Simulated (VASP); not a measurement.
Here is a VASP 6.6.1 calculation.

File INCAR:

```
ALGO = Fast
EDIFF = 1E-6
EDIFFG = -0.01
ENCUT = 600
GGA = CA
IBRION = 2
ISIF = 3
ISMEAR = -1
LASPH = T
LCHARG = F
LREAL = F
LWAVE = F
NELM = 80
NSW = 60
PREC = Accurate
PSTRESS = 300
SIGMA = 0.05
```

KPOINTS

```
k-points
0
Gamma
  10 10 10
```

The input POSCAR:

```
HfB
1.0
    0.0000000000      2.3100000000      2.3100000000
    2.3100000000      0.0000000000      2.3100000000
    2.3100000000      2.3100000000      0.0000000000
Hf B
1 1
Direct
    0.5000000000      0.5000000000      0.5000000000
    0.0000000000      0.0000000000      0.0000000000
```

Potentials or basis: VASP PAW LDA potentials, release 64 (Hf_pv, B).

Run with:

```bash
$ cat potpaw_LDA.64/Hf_pv/POTCAR potpaw_LDA.64/B/POTCAR > POTCAR
$ mpirun -np 1 vasp_std > vasp.out
```

**Question.** Estimate the relaxed cell.

**Answer.** a = 3.227 Å, b = 3.227 Å, c = 3.227 Å, α = 60.00°, β = 60.00°, γ = 60.00°.

**Question.** Predict the space group after relaxing (to 0.05 Å).

**Answer.** Fm-3m (No. 225).

**Question.** What does it give for the relaxed volume?

**Answer.** 11.88 Å³/atom.

**Question.** Estimate the band gap on the k mesh.

**Answer.** None (metal or under the smearing width).

Final structure:
```cif
data_structure
_symmetry_space_group_name_H-M 'P 1'
_symmetry_Int_Tables_number 1
_cell_length_a 3.2273
_cell_length_b 3.2273
_cell_length_c 3.2273
_cell_angle_alpha 60.000
_cell_angle_beta 60.000
_cell_angle_gamma 60.000
_cell_volume 23.77
loop_
_atom_site_label
_atom_site_type_symbol
_atom_site_fract_x
_atom_site_fract_y
_atom_site_fract_z
_atom_site_occupancy
Hf1 Hf 0.50000 0.50000 0.50000 1
B1 B 0.00000 0.00000 0.00000 1
```

Caveat: the cell is relaxed towards a set pressure, so the enthalpy falls and the energy may rise. LDA usually gives volumes a few per cent too small.
